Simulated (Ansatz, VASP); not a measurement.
# One calculation of MgS, two programs

File POSCAR:

```
MgS
1.0
    0.0000000000      2.9158031465      2.7038767364
    2.9158031465      0.0000000000      2.7038767364
    2.9158031465      2.9158031465      0.0000000000
Mg S
1 1
Direct
    0.0000000000      0.0000000000      0.0000000000
    0.2500000000      0.2500000000      0.2500000000
```

INCAR.step1

```
SYSTEM = MgS
PREC = Accurate
ENCUT = 520
ISMEAR = 0
SIGMA = 0.01
LREAL = .False.
LASPH = .True.
NELM = 60
NBANDS = 11
GGA = PE
ALGO = Normal
EDIFF = 1E-4
LWAVE = .True.
LCHARG = .False.
```

The input INCAR.step2:

```
SYSTEM = MgS
PREC = Accurate
ENCUT = 520
EDIFF = 1E-6
ISMEAR = 0
SIGMA = 0.01
LREAL = .False.
LASPH = .True.
NELM = 60
ALGO = Normal
ISIF = 2
LWAVE = .False.
LCHARG = .True.
METAGGA = R2SCAN
LMIXTAU = .True.
LELF = .True.
LVHAR = .True.
NBANDS = 11
ISTART = 1
```

Contents of KPOINTS:

```
regular mesh
0
Gamma
  8 8 8
  0 0 0
```

Input for Ansatz:

```yaml
crystal:
  lattice:
    - [0.0, 2.9158031465, 2.7038767364]
    - [2.9158031465, 0.0, 2.7038767364]
    - [2.9158031465, 2.9158031465, 0.0]
  atoms:
    - { symbol: Mg, position: [0.0, 0.0, 0.0] }
    - { symbol: S, position: [0.25, 0.25, 0.25] }
kpoints:
  mp_grid: { grid: [8, 8, 8] }
  band_path:
    path:
      - [0.0, 0.0, 0.0]
      - [-0.5, -0.5, 0.0]
      - [-0.375, -0.375, 0.25]
      - [-0.375, 0.0, 0.375]
      - [0.0, 0.0, 0.5]
      - [-0.5, -0.25, 0.25]
    npoints: 1
hamiltonian:
  xc: r2scan
scf:
  occupations: { method: fixed }
  n_extra_bands: 4
output:
  forces: true
  stress: true
  eigenvalues: true
```

Change from the starting cell: epitaxial_xy strain +3.0%.

Alike in both runs: task single point; functional r2SCAN; k mesh 8 × 8 × 8; no spin polarisation.

|  | VASP | Ansatz |
| --- | --- | --- |
| version | VASP 6.6.1 | Ansatz 0.2.0 |
| potentials or method | VASP PAW PBE potentials, release 64 (Mg, S) | plane waves, PAW |
| plane-wave cutoff (eV) | 520 | 500 |
| occupations | gaussian, width 0.01 eV | fixed |
| valence electrons in the cell | 8 | 16 |

Ansatz gave:

* gap on the k mesh at the Fermi level (eV): 3.93
* pressure (GPa): -0.9
* largest component of the traceless stress (GPa): 0.94

Question: Estimate VASP's values.

Answer: gap on the k mesh at the Fermi level (eV): 3.92; pressure (GPa): -1.2; largest component of the traceless stress (GPa): 0.96.

The two sets of potentials don't hold the same shells in valence.

Caveats: the PAW data sets were made with another functional, which shifts forces and pressure a little (VASP). A k mesh can miss the band edges.
